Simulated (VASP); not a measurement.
# V (P6_3/mmc) in VASP: notebook, part 2 of 2

VASP 6.6.1.

## Step 4: Single point, PBE, collinear spin, ferromagnetic start

INCAR

```
  PREC = Accurate
  ENCUT = 460
  EDIFF = 1E-6
  ISMEAR = -1
  SIGMA = 0.1
  LREAL = F
  LASPH = T
  NELM = 100
  ALGO = Normal
  ISIF = 2
  LWAVE = F
  LCHARG = F
  ISPIN = 2
  MAGMOM = 2 2
  LORBIT = 11
  LMAXMIX = 4
  GGA = PE
  ADDGRID = F
```

KPOINTS

```
Automatic mesh
0
Gamma
  18 18 9
```

POSCAR

```
V
1.0
    2.6042941027      0.0000000000      0.0000000000
   -1.3021470513      2.2553848518      0.0000000000
    0.0000000000      0.0000000000      4.7233360000
V
2
Direct
    0.3333333333      0.6666666667      0.2500000000
    0.6666666667      0.3333333333      0.7500000000
```

Potentials or basis: VASP PAW PBE potentials, release 64 (V_sv).

The run is started by

```bash
$ cat potpaw_PBE.64/V_sv/POTCAR > POTCAR
$ mpirun -np 1 vasp_std > vasp.out
```

OUTCAR:

```text
PREC = Accurate
   ENCUT = 460
   EDIFF = 1E-6
   ISMEAR = -1
   LREAL = F
   LASPH = T
   NELM = 100
   ISIF = 2
   ISPIN = 2
   LORBIT = 11
   GGA = PE

 Found    185 irreducible k-points:

 Following reciprocal coordinates:
            Coordinates               Weight
  0.000000  0.000000  0.000000      1.000000
  0.055556 -0.000000  0.000000      6.000000
  0.111111 -0.000000  0.000000      6.000000
  0.166667 -0.000000  0.000000      6.000000
  0.222222 -0.000000  0.000000      6.000000
  0.277778 -0.000000  0.000000      6.000000
   k-points           NKPTS =    185   k-points in BZ     NKDIM =    185   number of bands    NBANDS=     19
   number of dos      NEDOS =    301   number of ions     NIONS =      2
   total plane-waves  NPLWV =  11664
   dimension x,y,z NGX =    18 NGY =   18 NGZ =   36
   dimension x,y,z NGXF=    36 NGYF=   36 NGZF=   72
   ions per type =               2
   NGX,Y,Z   is equivalent  to a cutoff of  11.49, 11.49, 12.67 a.u.
   NGXF,Y,Z  is equivalent  to a cutoff of  22.98, 22.98, 25.34 a.u.
 SYSTEM =  unknown system
   PREC   = accura    normal or accurate (medium, high low for compatibility)
   ISTART =      0    job   : 0-new  1-cont  2-samecut
   ICHARG =      2    charge: 1-file 2-atom 10-const
   ISPIN  =      2    spin polarized calculation?
   LNONCOLLINEAR =      F non collinear calculations
   LSORBIT =      F    spin-orbit coupling
   LASPH  =      T    aspherical Exc in radial PAW
   ENCUT  =  460.0 eV  33.81 Ry    5.81 a.u.   4.55  4.55  8.26*2*pi/ulx,y,z
   NELM   =    100;   NELMIN=  2; NELMDL= -5     # of ELM steps
   EDIFF  = 0.1E-05   stopping-criterion for ELM
   LREAL  =      F    real-space projection
   EDIFFG = 0.1E-04   stopping-criterion for IOM
   NSW    =      0    number of steps for IOM
   IBRION =     -1    ionic relax: 0-MD 1-quasi-New 2-CG
   NFREE  =      0    steps in history (QN), initial steepest desc. (CG)
   ISIF   =      2    stress and relaxation
   ISYM   =      2    0-nonsym 1-usesym 2-fastsym
   POTIM  = 0.5000    time-step for ionic-motion
   TEBEG  =    0.0;   TEEND  =   0.0 temperature during run
   PSTRESS=    0.0 pullay stress
   NELECT =      26.0000    total number of electrons
   NUPDOWN=      -1.0000    fix difference up-down
   EMIN   =  10.00;   EMAX   =-10.00  energy-range for DOS
   EFERMI =   0.00;   METHOD = LEGACY
   ISMEAR =    -1;   SIGMA  =   0.10  broadening in eV -4-tet -1-fermi 0-gaus
   EFERMI_NEDOS =   21; number of points for ismear=-14 and -15
   IALGO  =     38    algorithm
   IMIX   =      4    mixing-type and parameters
     AMIX     =   0.40;   BMIX     =  1.00
     AMIX_MAG =   1.60;   BMIX_MAG =  1.00
  volume/ion in A,a.u.               =      13.87        93.61
  Fermi-wavevector in a.u.,A,eV,Ry     =   1.602062  3.027459 34.920768  2.566604
  Thomas-Fermi vector in A             =   2.698942
   LORBIT       =     11    0 simple, 1 ext, 2 COOP (PROOUT), +10 PAW based schemes
   GGA     = PE    functional components
   LHFCALC =     F    Hartree Fock is set to
   AEXX    =    0.0000 exact exchange contribution
   IVDW    =     0    specifies the selected vdW correction
   LEPSILON=     F    determine dielectric tensor
   LRPA    =     F    only Hartree local field effects (RPA)
 spin polarized calculation
  energy-cutoff  :      460.00
  volume of cell :       27.74
 maximum number of plane-waves:       647
   NGX =  9   NGY =  9   NGZ = 17

 number of electron      25.9999996 magnetization       0.0008154

 Free energy of the ion-electron system (eV)
  ---------------------------------------------------
  ext. energy  EPLUGINS =         0.00000000
  ---------------------------------------------------
  free energy    TOTEN  =       -17.53508874 eV

  energy without entropy =      -17.41902892  energy(sigma->0) =      -17.47705883

 E-fermi :   9.6990     XC(G=0): -12.7273

 val. band max:        9.6975000218   @ k =   0.2778   0.1111   0.0000
 cond. band min:       9.6990351801   @ k =   0.2222   0.1667   0.1111
 fundamental gap:      0.0015351584
 Fermi energy:         9.6990198300

 spin component 1

 k-point     1 :       0.0000    0.0000    0.0000
  band No.  band energies     occupation
      1     -54.3248      1.00000
      2     -54.2181      1.00000
      3     -28.4259      1.00000
      4     -27.7941      1.00000
      5     -27.6575      1.00000
      6     -27.6575      1.00000
[... 11 lines left out ...]
     18      11.5314      0.00000
     19      12.5739      0.00000

 k-point     2 :       0.0556   -0.0000    0.0000
  band No.  band energies     occupation
      1     -54.3194      1.00000
      2     -54.2141      1.00000
      3     -28.4178      1.00000
      4     -27.7946      1.00000
      5     -27.6838      1.00000
      6     -27.6645      1.00000
[... 11 lines left out ...]
     18      11.4804      0.00000
     19      12.5889      0.00000

 k-point     3 :       0.1111   -0.0000    0.0000
  band No.  band energies     occupation
      1     -54.3033      1.00000
      2     -54.2022      1.00000
      3     -28.3932      1.00000
      4     -27.7959      1.00000
      5     -27.7593      1.00000
      6     -27.7034      1.00000
[... 11 lines left out ...]
     18      11.3443      0.00000
     19      12.6222      0.00000

 k-point     4 :       0.1667   -0.0000    0.0000
  band No.  band energies     occupation
      1     -54.2785      1.00000
      2     -54.1844      1.00000
      3     -28.3546      1.00000
      4     -27.8753      1.00000
      5     -27.8186      1.00000
      6     -27.7992      1.00000
[... 11 lines left out ...]
     18      11.1569      0.00000
     19      12.6539      0.00000

 k-point     5 :       0.2222   -0.0000    0.0000
  band No.  band energies     occupation
      1     -54.2475      1.00000
      2     -54.1627      1.00000
      3     -28.3050      1.00000
      4     -28.0174      1.00000
      5     -27.9567      1.00000
      6     -27.8053      1.00000
[... 11 lines left out ...]
     18      11.4103      0.00000
     19      12.6727      0.00000

 k-point     6 :       0.2778   -0.0000    0.0000
  band No.  band energies     occupation
      1     -54.2137      1.00000
      2     -54.1401      1.00000
      3     -28.2480      1.00000
      4     -28.1676      1.00000
      5     -28.1005      1.00000
      6     -27.8157      1.00000
[... 11 lines left out ...]
     18      11.9086      0.00000
     19      12.6774      0.00000

 [... further k-points ...]

 spin component 2

 k-point     1 :       0.0000    0.0000    0.0000
  band No.  band energies     occupation
      1     -54.3245      1.00000
      2     -54.2177      1.00000
      3     -28.4256      1.00000
      4     -27.7937      1.00000
      5     -27.6571      1.00000
      6     -27.6571      1.00000
[... 11 lines left out ...]
     18      11.5317      0.00000
     19      12.5742      0.00000

 k-point     2 :       0.0556   -0.0000    0.0000
  band No.  band energies     occupation
      1     -54.3190      1.00000
      2     -54.2137      1.00000
      3     -28.4175      1.00000
      4     -27.7943      1.00000
      5     -27.6834      1.00000
      6     -27.6641      1.00000
[... 11 lines left out ...]
     18      11.4807      0.00000
     19      12.5892      0.00000

 k-point     3 :       0.1111   -0.0000    0.0000
  band No.  band energies     occupation
      1     -54.3029      1.00000
      2     -54.2018      1.00000
      3     -28.3928      1.00000
      4     -27.7956      1.00000
      5     -27.7590      1.00000
      6     -27.7030      1.00000
[... 11 lines left out ...]
     18      11.3445      0.00000
     19      12.6225      0.00000

 k-point     4 :       0.1667   -0.0000    0.0000
  band No.  band energies     occupation
      1     -54.2781      1.00000
      2     -54.1840      1.00000
      3     -28.3543      1.00000
      4     -27.8749      1.00000
      5     -27.8182      1.00000
      6     -27.7989      1.00000
[... 11 lines left out ...]
     18      11.1572      0.00000
     19      12.6541      0.00000

 k-point     5 :       0.2222   -0.0000    0.0000
  band No.  band energies     occupation
      1     -54.2471      1.00000
      2     -54.1624      1.00000
      3     -28.3046      1.00000
      4     -28.0170      1.00000
      5     -27.9563      1.00000
      6     -27.8050      1.00000
[... 11 lines left out ...]
     18      11.4106      0.00000
     19      12.6730      0.00000

 k-point     6 :       0.2778   -0.0000    0.0000
  band No.  band energies     occupation
      1     -54.2133      1.00000
      2     -54.1397      1.00000
      3     -28.2477      1.00000
      4     -28.1672      1.00000
      5     -28.1001      1.00000
      6     -27.8153      1.00000
[... 11 lines left out ...]
     18      11.9089      0.00000
     19      12.6777      0.00000

 [... further k-points ...]
[... 5 lines left out ...]
  --------------------------------------------------------------------------------------
  -------------------------------------------------------------------------------------
  Total        0.0493129      0.0493129     -0.3133778      0.0000000      0.0000000      0.0000000
  in kB        2.8478115      2.8478115    -18.0975267      0.0000000      0.0000000      0.0000000
  external PRESSURE =      -4.1339679 kB  Pullay stress =       0.0000000 kB

 VOLUME and BASIS-vectors are now :
 -----------------------------------------------------------------------------
  energy-cutoff  :      460.00
  volume of cell :       27.74
      direct lattice vectors                 reciprocal lattice vectors
     2.604294103  0.000000000  0.000000000     0.383981210  0.221691655  0.000000000
    -1.302147051  2.255384852  0.000000000     0.000000000  0.443383310  0.000000000
     0.000000000  0.000000000  4.723336000     0.000000000  0.000000000  0.211714771

 POSITION                                       TOTAL-FORCE (eV/Angst)
 -----------------------------------------------------------------------------------
     -0.00000      1.50359      1.18083         0.000000     -0.000000      0.000000
      1.30215      0.75179      3.54250        -0.000000      0.000000      0.000000
 -----------------------------------------------------------------------------------
    total drift:                                0.000000     -0.000000      0.000000

  FREE ENERGIE OF THE ION-ELECTRON SYSTEM (eV)
  ---------------------------------------------------
  free  energy   TOTEN  =       -17.5350887365 eV

  energy  without entropy=      -17.4190289248  energy(sigma->0) =      -17.47705883

 total charge

# of ion       s       p       d       tot
------------------------------------------
    1        2.343   6.211   3.075  11.628
    2        2.343   6.211   3.075  11.628
--------------------------------------------------
tot          4.686  12.421   6.150  23.257

 magnetization (x)

# of ion       s       p       d       tot
------------------------------------------
    1        0.000   0.000   0.000   0.000
    2        0.000   0.000   0.000   0.000
--------------------------------------------------
tot          0.000   0.000   0.000   0.000
```

OSZICAR:

```text
N       E                     dE             d eps       ncg     rms          rms(c)
DAV:   1     0.310817696266E+03    0.31082E+03   -0.15743E+04 14100   0.148E+03
DAV:   2    -0.980861648053E+01   -0.32063E+03   -0.31596E+03 14303   0.496E+02
DAV:   3    -0.189962367369E+02   -0.91876E+01   -0.89675E+01 16855   0.982E+01
DAV:   4    -0.191110817696E+02   -0.11485E+00   -0.11409E+00 15930   0.107E+01
DAV:   5    -0.191126122133E+02   -0.15304E-02   -0.15302E-02 15695   0.125E+00    0.261E+01
DAV:   6    -0.172891041699E+02    0.18235E+01   -0.12018E+01 14750   0.335E+01    0.451E+00
DAV:   7    -0.174852448891E+02   -0.19614E+00   -0.57253E-01 15326   0.729E+00    0.402E+00
DAV:   8    -0.175146097560E+02   -0.29365E-01   -0.16304E-02 14790   0.147E+00    0.142E+00
DAV:   9    -0.175280988414E+02   -0.13489E-01   -0.90035E-03 14707   0.885E-01    0.639E-01
DAV:  10    -0.175347240186E+02   -0.66252E-02   -0.73753E-03 14894   0.663E-01    0.133E-01
DAV:  11    -0.175350179074E+02   -0.29389E-03   -0.20397E-04 14873   0.167E-01    0.646E-02
DAV:  12    -0.175350837009E+02   -0.65793E-04   -0.35864E-05 15314   0.423E-02    0.163E-02
DAV:  13    -0.175350884082E+02   -0.47073E-05   -0.66162E-06 11140   0.176E-02    0.424E-03
DAV:  14    -0.175350887365E+02   -0.32831E-06   -0.24379E-07  7102   0.612E-03
   1 F= -.17535089E+02 E0= -.17477059E+02  d E =-.116060E+00  mag=     0.0003
```

Run time: 1.9 min. Hardware: 1 thread of Intel Xeon Platinum 8488C (Sapphire Rapids), shared host; peak memory 0.22 GiB.

These settings aren't checked as converged: the numbers below hold their error.

What came out:

- Free energy: -17.5351 eV
- Pressure: -0.4 GPa
- Band gap on the k mesh: none (metal or under the smearing width)
- Net moment: 0.00 μB per cell
- Valence electrons inside the program's atomic spheres: V 11.63
